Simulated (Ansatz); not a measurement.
# Rh: energy against the total moment

Aim: map the energy of Rh against its total spin moment, held by a constraint, beside free and non-magnetic runs and runs in a field. Methods of the runs shown: LAPW. Companion runs by PAW are cited.

This is Rh in the hcp structure; at room conditions it is fcc.

Computed with Ansatz 0.2.0 (DFT, LDA, all-electron LAPW, scalar-relativistic, unless a step's input says otherwise).

1 further run of the same task is left out (set aside as unsound or not needed).

**1. Starting point**

The structure is hexagonal, space group P6_3/mmc (No. 194). The conventional cell has a = 2.731 Å, b = 2.731 Å, c = 4.428 Å, α = 90.00°, β = 90.00°, γ = 120.00°. Rh (site symmetry -6m2) is surrounded by 12 Rh at 2.72 to 2.73 Å.

As a file:

```
Rh
1.0
     2.73098    0.00000    0.00000
    -1.36549    2.36510    0.00000
     0.00000    0.00000    4.42849
Rh
2
Direct
  0.66667 0.33333 0.75000
  0.33333 0.66667 0.25000
```

Atoms are numbered in the order of the input: Rh1, Rh2.

**2. Free moments, LAPW**

The input, input.yaml:

```yaml
crystal:
  lattice:
    - [2.7309790422, 0.0, 0.0]
    - [-1.3654895211, 2.3650972278, 0.0]
    - [0.0, 0.0, 4.428489]
  atoms:
    - { symbol: Rh, position: [0.6666666667, 0.3333333333, 0.75], spin: 1.0 }
    - { symbol: Rh, position: [0.3333333333, 0.6666666667, 0.25], spin: 1.0 }
magnetization:
  spin_polarized: true
kpoints:
  mp_grid: { grid: [16, 16, 9] }
scf:
  occupations: { method: fermi_dirac, width: 0.05 }
  lower_state_search: "off"
hamiltonian:
  xc: lda
  pseudopotentials: { kind: all_electron, lapw: { basis_error: 0.001 } }
output:
  forces: true
  stress: true
  eigenvalues: false
  populations: true
  dos: { projected: true, de: 0.1, e_range: [-8, 5] }
```

Launch:

```console
$ ansatz run input.yaml --threads 1 --pin off --max-ram 3072MiB --backend cpu --events-out ev --progress --plain --runs-dir out
```

Output, shortened:

```text
settings of this run that can trade accuracy for cost: output.eigenvalues: false. Do not mix this run's numbers with those of runs without the same settings; the input reference describes each key
Rh: projections on atomic orbitals take those of the free atom 1s2 2s2 2p6 3s2 3p6 3d10 4s2 4p6 4d8 5s1, of charge +0.00 (hamiltonian.pseudopotentials.projection_atoms)
LAPW: plane waves up to 8.418 Å⁻¹, error target 1.0e-3 eV per atom; small_component_spin mean_spin; Rh in spheres of 1.359 Å, 27 of its electrons in bands, Dirac shells []
[...]
Pseudopotentials: kind: all_electron
Pseudopotential: Rh, LAPW, valence charge 27, Koelling and Harmon's equation, gaussian nucleus
Functional definition: SPW92
[...]
Crystal: 2 atoms, lattice volume = 28.604 Å³
Basis set: ecut = 269.99712008659276 eV, 287 PW (Γ), exchange–correlation at level 2
Bands: 34, of which v1, the nominal top of the filled ones, is band 27 counted from 1 (26 counted from 0)
Symmetry: 24 space group operations
Space group: P63/mmc (ITA 194), of the structure as read, at distance tolerance 3.1e-5 Å
Magnetic group: BNS 194.263 (UNI 1493), of the structure as read, at distance tolerance 3.1e-5 Å
k-points: 150 of 2304
[...]
Starting moments: Σ|m| = 2 μB on 2 of 2 sites
[...]
SCF iter   1: F=—  HF=-260127.131283 eV  |F-HF|=—  |Δ(HF+E_count)|=         —  Δρ=3.08e-2 (↑3.08e-2 ↓2.29e-2)  dr2=1.96e-1  dr2_m=1.02e-1  M=0.929 μB ∫|m|=0.933 μB  β_m=0.30  ethr=3.62e-4  ⟨swp⟩=2.9  Hψ=66055  notcnv=0
[...]
WARN: the starting moments were not kept: the SCF closed with an absolute magnetisation of 1.5e-6 μB, where they sum to 2 μB in size (2 sites). That is at most 0.1 of that sum. Measured as dr2_m measures the in/out step, that magnetisation stands 1.7e-13 eV from none, at or under the [...]
SCF converged after 17 iterations
Magnetization: -0.0000 μB (27.0000 up, 27.0000 down)
Absolute magnetization: 0.0000 μB (∫|ρ↑−ρ↓|)
Spin contamination: 0.0000 ħ² per cell (⟨S²⟩ above its minimum at these occupations)
Per-site moments (μB) at R_I (Å): [(-6.311557747551433e-7, 1.3591321368743359), (-6.311557747551433e-7, 1.3591321368743359)]
Free energy (F): -260126.191457 eV
[...]
E sigma→0 (E₀):  -260126.177847 eV
Entropy (-TS):   -0.027220 eV (-13.610 meV/atom)
Fermi energy:    23.158818 eV
[...]
--- Forces (eV/Å), atoms counted from 1 ---
  atom   1  Rh     0.00000000     0.00000000    -0.00000000
  atom   2  Rh     0.00000000    -0.00000000     0.00000000
[...]
--- Stress (GPa, compression-positive) ---
      -18.754192      -0.000000      -0.000000
        0.000000     -18.754192      -0.000000
       -0.000000      -0.000000     -20.863679
  P = ⅓ Tr σ = -19.4574 GPa (-194.574 kbar)
--- Band table (eV; the first three rows and the last of 300) ---
[...]
--- Löwdin populations: 2 sites ---
  site symbol       q [e]    m [muB]
     0     Rh     44.9030    -0.0000
     1     Rh     44.9030    -0.0000
  spilling = 0.002156 (of n_electrons = 90.000000)
settings of this run that can trade accuracy for cost: output.eigenvalues: false. Do not mix this run's numbers with those of runs without the same settings; the input reference describes each key
```

It took 2.3 min on 1 thread of Arm Neoverse V1, shared host; peak memory 0.83 GiB.

Read from it: total moment 0.00 μB; site moments Rh1 0.00, Rh2 0.00 μB; pressure -19.46 GPa; no gap.

States per cell, counted by energy window (eV from the Fermi level, on a grid of 0.10 eV):

| from | to | total | Rh 4d | Rh 5s |
| --- | --- | --- | --- | --- |
| -8 | -7 | 0.07 | 0.00 | 0.06 |
| -7 | -6 | 0.23 | 0.02 | 0.19 |
| -6 | -5 | 2.61 | 2.06 | 0.52 |
| -5 | -4 | 2.90 | 2.63 | 0.24 |
| -4 | -3 | 3.04 | 2.85 | 0.14 |
| -3 | -2 | 3.86 | 3.63 | 0.17 |
| -2 | -1 | 2.71 | 2.51 | 0.13 |
| -1 | 0 | 2.43 | 2.32 | 0.07 |
| 0 | 1 | 3.21 | 3.07 | 0.12 |
| 1 | 2 | 0.52 | 0.27 | 0.19 |
| 2 | 3 | 0.54 | 0.19 | 0.23 |

**3. No spin polarisation, LAPW**

Changes to input.yaml since step 2:

```diff
@@ -6,6 +6,4 @@
   atoms:
-    - { symbol: Rh, position: [0.6666666667, 0.3333333333, 0.75], spin: 1.0 }
-    - { symbol: Rh, position: [0.3333333333, 0.6666666667, 0.25], spin: 1.0 }
-magnetization:
-  spin_polarized: true
+    - { symbol: Rh, position: [0.6666666667, 0.3333333333, 0.75] }
+    - { symbol: Rh, position: [0.3333333333, 0.6666666667, 0.25] }
 kpoints:
```

Launch:

```console
$ ansatz run input.yaml --threads 1 --pin off --max-ram 3072MiB --backend cpu --events-out ev --progress --plain --runs-dir out
```

Output, shortened:

```text
settings of this run that can trade accuracy for cost: output.eigenvalues: false. Do not mix this run's numbers with those of runs without the same settings; the input reference describes each key
Rh: projections on atomic orbitals take those of the free atom 1s2 2s2 2p6 3s2 3p6 3d10 4s2 4p6 4d8 5s1, of charge +0.00 (hamiltonian.pseudopotentials.projection_atoms)
LAPW: plane waves up to 8.418 Å⁻¹, error target 1.0e-3 eV per atom; small_component_spin mean_spin; Rh in spheres of 1.359 Å, 27 of its electrons in bands, Dirac shells []
[...]
[... 3 set-up lines as earlier in the session ...]
[...]
Crystal: 2 atoms, lattice volume = 28.604 Å³
Basis set: ecut = 269.99712008659276 eV, 287 PW (Γ), exchange–correlation at level 2
[...]
SCF converged after 8 iterations
Free energy (F): -260126.191457 eV
[...]
E sigma→0 (E₀):  -260126.177846 eV
Entropy (-TS):   -0.027221 eV (-13.610 meV/atom)
Fermi energy:    23.158771 eV
[...]
--- Forces (eV/Å), atoms counted from 1 ---
  atom   1  Rh     0.00000000     0.00000000    -0.00000000
  atom   2  Rh    -0.00000000    -0.00000000     0.00000000
[...]
--- Stress (GPa, compression-positive) ---
      -18.753489       0.000000      -0.000000
        0.000000     -18.753489      -0.000000
       -0.000000      -0.000000     -20.861958
  P = ⅓ Tr σ = -19.4563 GPa (-194.563 kbar)
--- Band table (eV; the first three rows and the last of 150) ---
[...]
--- Löwdin populations: 2 sites ---
  site symbol       q [e]
     0     Rh     44.9030
     1     Rh     44.9030
  spilling = 0.002155 (of n_electrons = 90.000000)
settings of this run that can trade accuracy for cost: output.eigenvalues: false. Do not mix this run's numbers with those of runs without the same settings; the input reference describes each key
```

It took 41 s on 1 thread of Arm Neoverse V1, shared host; peak memory 0.54 GiB.

In short: pressure -19.46 GPa; no gap.

States per cell in windows of 1 eV (zero at the Fermi level; grid of 0.10 eV, so sharp peaks spill over the borders):

| from | to | total | Rh 4d | Rh 5s |
| --- | --- | --- | --- | --- |
| -8 | -7 | 0.07 | 0.00 | 0.06 |
| -7 | -6 | 0.23 | 0.02 | 0.19 |
| -6 | -5 | 2.61 | 2.06 | 0.52 |
| -5 | -4 | 2.90 | 2.63 | 0.24 |
| -4 | -3 | 3.04 | 2.85 | 0.14 |
| -3 | -2 | 3.86 | 3.63 | 0.17 |
| -2 | -1 | 2.71 | 2.51 | 0.13 |
| -1 | 0 | 2.43 | 2.32 | 0.07 |
| 0 | 1 | 3.21 | 3.07 | 0.12 |
| 1 | 2 | 0.52 | 0.27 | 0.19 |
| 2 | 3 | 0.54 | 0.19 | 0.23 |

**4. Total moment held at 0.1 μB, LAPW**

The input, input.yaml:

```yaml
crystal:
  lattice:
    - [2.7309790422, 0.0, 0.0]
    - [-1.3654895211, 2.3650972278, 0.0]
    - [0.0, 0.0, 4.428489]
  atoms:
    - { symbol: Rh, position: [0.6666666667, 0.3333333333, 0.75], spin: 0.05 }
    - { symbol: Rh, position: [0.3333333333, 0.6666666667, 0.25], spin: 0.05 }
magnetization:
  spin_polarized: true
  initial_magnetization: 0.1
  spin_locking: { lock_magnetization: hard }
kpoints:
  mp_grid: { grid: [16, 16, 9] }
scf:
  occupations: { method: fermi_dirac, width: 0.05 }
  lower_state_search: "off"
hamiltonian:
  xc: lda
  pseudopotentials: { kind: all_electron, lapw: { basis_error: 0.001 } }
output:
  forces: true
  stress: true
  eigenvalues: false
```

Launch:

```console
$ ansatz run input.yaml --threads 1 --pin off --max-ram 3072MiB --backend cpu --events-out ev --progress --plain --runs-dir out
```

Output, shortened:

```text
settings of this run that can trade accuracy for cost: output.eigenvalues: false. Do not mix this run's numbers with those of runs without the same settings; the input reference describes each key
LAPW: plane waves up to 8.418 Å⁻¹, error target 1.0e-3 eV per atom; small_component_spin mean_spin; Rh in spheres of 1.359 Å, 27 of its electrons in bands, Dirac shells []
[...]
[... 3 set-up lines as earlier in the session ...]
[...]
Crystal: 2 atoms, lattice volume = 28.604 Å³
Basis set: ecut = 269.99712008659276 eV, 287 PW (Γ), exchange–correlation at level 2
Bands: 33, of which v1, the nominal top of the filled ones, is band 27 counted from 1 (26 counted from 0)
[... 1 set-up line as earlier in the session ...]
[...]
Magnetization: 0.1000 μB (27.0500 up, 26.9500 down)
Absolute magnetization: 0.1009 μB (∫|ρ↑−ρ↓|)
Spin contamination: 0.0000 ħ² per cell (⟨S²⟩ above its minimum at these occupations)
Per-site moments (μB) at R_I (Å): [(0.050106832108529176, 1.3591321368743359), (0.050106832108529176, 1.3591321368743359)]
Free energy (F): -260126.190805 eV
[...]
E sigma→0 (E₀):  -260126.177163 eV
Entropy (-TS):   -0.027284 eV (-13.642 meV/atom)
Fermi energy:    23.158436 (↑ 23.171475, ↓ 23.145398) eV
[...]
--- Forces (eV/Å), atoms counted from 1 ---
  atom   1  Rh    -0.00000000     0.00000000    -0.00000000
  atom   2  Rh     0.00000000    -0.00000000     0.00000000
[...]
--- Stress (GPa, compression-positive) ---
      -18.750564      -0.000000      -0.000000
        0.000000     -18.750564      -0.000000
       -0.000000      -0.000000     -20.824693
  P = ⅓ Tr σ = -19.4419 GPa (-194.419 kbar)
settings of this run that can trade accuracy for cost: output.eigenvalues: false. Do not mix this run's numbers with those of runs without the same settings; the input reference describes each key
```

Run time: 77 s. Hardware: 1 thread of Arm Neoverse V1, shared host; peak memory 0.8 GiB.

Result: total moment 0.10 μB; site moments Rh1 0.05, Rh2 0.05 μB; pressure -19.44 GPa.

**5. Total moment held at 0.3 μB, LAPW**

Changes to input.yaml since step 4:

```diff
@@ -6,7 +6,7 @@
   atoms:
-    - { symbol: Rh, position: [0.6666666667, 0.3333333333, 0.75], spin: 0.05 }
-    - { symbol: Rh, position: [0.3333333333, 0.6666666667, 0.25], spin: 0.05 }
+    - { symbol: Rh, position: [0.6666666667, 0.3333333333, 0.75], spin: 0.15 }
+    - { symbol: Rh, position: [0.3333333333, 0.6666666667, 0.25], spin: 0.15 }
 magnetization:
   spin_polarized: true
-  initial_magnetization: 0.1
+  initial_magnetization: 0.3
   spin_locking: { lock_magnetization: hard }
```

Launch:

```console
$ ansatz run input.yaml --threads 1 --pin off --max-ram 3072MiB --backend cpu --events-out ev --progress --plain --runs-dir out
```

Output, shortened:

```text
settings of this run that can trade accuracy for cost: output.eigenvalues: false. Do not mix this run's numbers with those of runs without the same settings; the input reference describes each key
LAPW: plane waves up to 8.418 Å⁻¹, error target 1.0e-3 eV per atom; small_component_spin mean_spin; Rh in spheres of 1.359 Å, 27 of its electrons in bands, Dirac shells []
[...]
[... 3 set-up lines as earlier in the session ...]
[...]
Crystal: 2 atoms, lattice volume = 28.604 Å³
Basis set: ecut = 269.99712008659276 eV, 287 PW (Γ), exchange–correlation at level 2
Bands: 33, of which v1, the nominal top of the filled ones, is band 27 counted from 1 (26 counted from 0)
[... 1 set-up line as earlier in the session ...]
[...]
Magnetization: 0.3000 μB (27.1500 up, 26.8500 down)
Absolute magnetization: 0.3024 μB (∫|ρ↑−ρ↓|)
Spin contamination: 0.0001 ħ² per cell (⟨S²⟩ above its minimum at these occupations)
Per-site moments (μB) at R_I (Å): [(0.15021929213956042, 1.3591321368743359), (0.15021929213956042, 1.3591321368743359)]
Free energy (F): -260126.185588 eV
[...]
E sigma→0 (E₀):  -260126.171584 eV
Entropy (-TS):   -0.028008 eV (-14.004 meV/atom)
Fermi energy:    23.155387 (↑ 23.194414, ↓ 23.116359) eV
[...]
--- Forces (eV/Å), atoms counted from 1 ---
  atom   1  Rh     0.00000000     0.00000000    -0.00000000
  atom   2  Rh    -0.00000000    -0.00000000     0.00000000
[...]
--- Stress (GPa, compression-positive) ---
      -18.706353      -0.000000      -0.000000
       -0.000000     -18.706353      -0.000000
       -0.000000      -0.000000     -20.542238
  P = ⅓ Tr σ = -19.3183 GPa (-193.183 kbar)
settings of this run that can trade accuracy for cost: output.eigenvalues: false. Do not mix this run's numbers with those of runs without the same settings; the input reference describes each key
```

Run time: 76 s. Hardware: 1 thread of Arm Neoverse V1, shared host; peak memory 0.8 GiB.

Read from it: total moment 0.30 μB; site moments Rh1 0.15, Rh2 0.15 μB; pressure -19.32 GPa.

**6. Total moment held at 1 μB, LAPW**

Changes to input.yaml since step 5:

```diff
@@ -6,7 +6,7 @@
   atoms:
-    - { symbol: Rh, position: [0.6666666667, 0.3333333333, 0.75], spin: 0.15 }
-    - { symbol: Rh, position: [0.3333333333, 0.6666666667, 0.25], spin: 0.15 }
+    - { symbol: Rh, position: [0.6666666667, 0.3333333333, 0.75], spin: 0.5 }
+    - { symbol: Rh, position: [0.3333333333, 0.6666666667, 0.25], spin: 0.5 }
 magnetization:
   spin_polarized: true
-  initial_magnetization: 0.3
+  initial_magnetization: 1.0
   spin_locking: { lock_magnetization: hard }
```

Launch:

```console
$ ansatz run input.yaml --threads 1 --pin off --max-ram 3072MiB --backend cpu --events-out ev --progress --plain --runs-dir out
```

Output, shortened:

```text
settings of this run that can trade accuracy for cost: output.eigenvalues: false. Do not mix this run's numbers with those of runs without the same settings; the input reference describes each key
LAPW: plane waves up to 8.418 Å⁻¹, error target 1.0e-3 eV per atom; small_component_spin mean_spin; Rh in spheres of 1.359 Å, 27 of its electrons in bands, Dirac shells []
[...]
[... 3 set-up lines as earlier in the session ...]
[...]
Crystal: 2 atoms, lattice volume = 28.604 Å³
Basis set: ecut = 269.99712008659276 eV, 287 PW (Γ), exchange–correlation at level 2
Bands: 33, of which v1, the nominal top of the filled ones, is band 27 counted from 1 (26 counted from 0)
[... 1 set-up line as earlier in the session ...]
[...]
Magnetization: 1.0000 μB (27.5000 up, 26.5000 down)
Absolute magnetization: 1.0065 μB (∫|ρ↑−ρ↓|)
Spin contamination: 0.0011 ħ² per cell (⟨S²⟩ above its minimum at these occupations)
Per-site moments (μB) at R_I (Å): [(0.5000488460889514, 1.3591321368743359), (0.5000488460889514, 1.3591321368743359)]
Free energy (F): -260126.130580 eV
[...]
E sigma→0 (E₀):  -260126.114982 eV
Entropy (-TS):   -0.031196 eV (-15.598 meV/atom)
Fermi energy:    23.124820 (↑ 23.238519, ↓ 23.011121) eV
[...]
--- Forces (eV/Å), atoms counted from 1 ---
  atom   1  Rh     0.00000000     0.00000000    -0.00000000
  atom   2  Rh    -0.00000000    -0.00000000     0.00000000
[...]
--- Stress (GPa, compression-positive) ---
      -17.491400      -0.000000      -0.000000
        0.000000     -17.491400      -0.000000
       -0.000000      -0.000000     -19.039086
  P = ⅓ Tr σ = -18.0073 GPa (-180.073 kbar)
settings of this run that can trade accuracy for cost: output.eigenvalues: false. Do not mix this run's numbers with those of runs without the same settings; the input reference describes each key
```

It took 71 s on 1 thread of Arm Neoverse V1, shared host; peak memory 0.79 GiB.

Result: total moment 1.00 μB; site moments Rh1 0.50, Rh2 0.50 μB; pressure -18.01 GPa.

**7. Total moment held at 2.4 μB, LAPW**

Changes to input.yaml since step 6:

```diff
@@ -6,7 +6,7 @@
   atoms:
-    - { symbol: Rh, position: [0.6666666667, 0.3333333333, 0.75], spin: 0.5 }
-    - { symbol: Rh, position: [0.3333333333, 0.6666666667, 0.25], spin: 0.5 }
+    - { symbol: Rh, position: [0.6666666667, 0.3333333333, 0.75], spin: 1.2 }
+    - { symbol: Rh, position: [0.3333333333, 0.6666666667, 0.25], spin: 1.2 }
 magnetization:
   spin_polarized: true
-  initial_magnetization: 1.0
+  initial_magnetization: 2.4
   spin_locking: { lock_magnetization: hard }
```

Launch:

```console
$ ansatz run input.yaml --threads 1 --pin off --max-ram 3072MiB --backend cpu --events-out ev --progress --plain --runs-dir out
```

Output, shortened:

```text
settings of this run that can trade accuracy for cost: output.eigenvalues: false. Do not mix this run's numbers with those of runs without the same settings; the input reference describes each key
LAPW: plane waves up to 8.418 Å⁻¹, error target 1.0e-3 eV per atom; small_component_spin mean_spin; Rh in spheres of 1.359 Å, 27 of its electrons in bands, Dirac shells []
[...]
[... 3 set-up lines as earlier in the session ...]
[...]
Crystal: 2 atoms, lattice volume = 28.604 Å³
Basis set: ecut = 269.99712008659276 eV, 287 PW (Γ), exchange–correlation at level 2
Bands: 34, of which v1, the nominal top of the filled ones, is band 27 counted from 1 (26 counted from 0)
[... 1 set-up line as earlier in the session ...]
[...]
Magnetization: 2.4000 μB (28.2000 up, 25.8000 down)
Absolute magnetization: 2.4060 μB (∫|ρ↑−ρ↓|)
Spin contamination: 0.0045 ħ² per cell (⟨S²⟩ above its minimum at these occupations)
Per-site moments (μB) at R_I (Å): [(1.1941450602922643, 1.3591321368743359), (1.1941450602922643, 1.3591321368743359)]
Free energy (F): -260125.813320 eV
[...]
E sigma→0 (E₀):  -260125.800847 eV
Entropy (-TS):   -0.024946 eV (-12.473 meV/atom)
Fermi energy:    22.999559 (↑ 23.353522, ↓ 22.645596) eV
[...]
--- Forces (eV/Å), atoms counted from 1 ---
  atom   1  Rh     0.00000000     0.00000000    -0.00000000
  atom   2  Rh     0.00000000    -0.00000000     0.00000000
[...]
--- Stress (GPa, compression-positive) ---
      -10.677273       0.000000      -0.000000
       -0.000000     -10.677273      -0.000000
       -0.000000      -0.000000     -12.242002
  P = ⅓ Tr σ = -11.1988 GPa (-111.988 kbar)
settings of this run that can trade accuracy for cost: output.eigenvalues: false. Do not mix this run's numbers with those of runs without the same settings; the input reference describes each key
```

It took 78 s on 1 thread of Arm Neoverse V1, shared host; peak memory 0.81 GiB.

Result: total moment 2.40 μB; site moments Rh1 1.19, Rh2 1.19 μB; pressure -11.20 GPa.

**8. Field of 200 T on the spins, LAPW**

The input, input.yaml:

```yaml
crystal:
  lattice:
    - [2.7309790422, 0.0, 0.0]
    - [-1.3654895211, 2.3650972278, 0.0]
    - [0.0, 0.0, 4.428489]
  atoms:
    - { symbol: Rh, position: [0.6666666667, 0.3333333333, 0.75], spin: 0.05 }
    - { symbol: Rh, position: [0.3333333333, 0.6666666667, 0.25], spin: 0.05 }
magnetization:
  spin_polarized: true
  magnetic_field: 200
kpoints:
  mp_grid: { grid: [16, 16, 9] }
scf:
  occupations: { method: fermi_dirac, width: 0.05 }
  convergence: { dr2_threshold: 1.0e-10 }
  lower_state_search: "off"
hamiltonian:
  xc: lda
  pseudopotentials: { kind: all_electron, lapw: { basis_error: 0.001 } }
output:
  forces: true
  stress: true
  eigenvalues: false
```

Launch:

```console
$ ansatz run input.yaml --threads 1 --pin off --max-ram 3072MiB --backend cpu --events-out ev --progress --plain --runs-dir out
```

Output, shortened:

```text
settings of this run that can trade accuracy for cost: output.eigenvalues: false. Do not mix this run's numbers with those of runs without the same settings; the input reference describes each key
LAPW: plane waves up to 8.418 Å⁻¹, error target 1.0e-3 eV per atom; small_component_spin mean_spin; Rh in spheres of 1.359 Å, 27 of its electrons in bands, Dirac shells []
[...]
[... 3 set-up lines as earlier in the session ...]
[...]
Crystal: 2 atoms, lattice volume = 28.604 Å³
Basis set: ecut = 269.99712008659276 eV, 287 PW (Γ), exchange–correlation at level 2
Bands: 33, of which v1, the nominal top of the filled ones, is band 27 counted from 1 (26 counted from 0)
[... 1 set-up line as earlier in the session ...]
[...]
SCF converged after 15 iterations
Magnetization: 0.0888 μB (27.0444 up, 26.9556 down)
Absolute magnetization: 0.0896 μB (∫|ρ↑−ρ↓|)
Spin contamination: 0.0000 ħ² per cell (⟨S²⟩ above its minimum at these occupations)
Per-site moments (μB) at R_I (Å): [(0.044502990522186536, 1.3591321368743359), (0.044502990522186536, 1.3591321368743359)]
Free energy (F): -260126.191971 eV
[...]
E sigma→0 (E₀):  -260126.178336 eV
Entropy (-TS):   -0.027270 eV (-13.635 meV/atom)
Fermi energy:    23.158524 eV
[...]
--- Forces (eV/Å), atoms counted from 1 ---
  atom   1  Rh     0.00000000     0.00000000    -0.00000000
  atom   2  Rh    -0.00000000    -0.00000000     0.00000000
[...]
--- Stress (GPa, compression-positive) ---
      -18.751525       0.000000      -0.000000
        0.000000     -18.751525      -0.000000
       -0.000000      -0.000000     -20.833192
  P = ⅓ Tr σ = -19.4454 GPa (-194.454 kbar)
settings of this run that can trade accuracy for cost: output.eigenvalues: false. Do not mix this run's numbers with those of runs without the same settings; the input reference describes each key
```

It took 1.8 min on 1 thread of Arm Neoverse V1, shared host; peak memory 0.8 GiB.

Read from it: total moment 0.09 μB; site moments Rh1 0.04, Rh2 0.04 μB; pressure -19.45 GPa.

(Part 1 of 2 ends here.)
